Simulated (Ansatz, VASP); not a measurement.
# SiC: VASP beside Ansatz

```
Si C
1.0
     0.00000    2.26045    2.26045
     2.26045    0.00000    2.26045
     2.26045    2.26045    0.00000
Si C
1 1
Direct
  0.75000 0.75000 0.75000
  0.00000 0.00000 0.00000
```

Alike in both runs: task single point; functional PBE; k mesh 10 × 10 × 10; occupations gaussian, width 0.02 eV; no spin polarisation.

|  | VASP | Ansatz |
| --- | --- | --- |
| version | VASP 6.6.1 | Ansatz 0.2.0 |
| potentials or method | VASP PAW PBE potentials, release 64 (Si, C) | scalar-relativistic, plane waves, PAW |
| plane-wave cutoff (eV) | 520 | 420 |
| valence electrons in the cell | 8 | 8 |

```csv
,VASP,Ansatz,Ansatz less VASP
gap on the k mesh at the Fermi level (eV),1.45,1.45,+0.001
least direct gap on the mesh (eV),4.42,4.42,+0.002
pressure (GPa),-16.8,-16.7,+0.02
```

Caveats: so large a pressure means that the cell lies far from this level's equilibrium, or that cutoff or potentials fall short (VASP). A k mesh can miss the band edges.
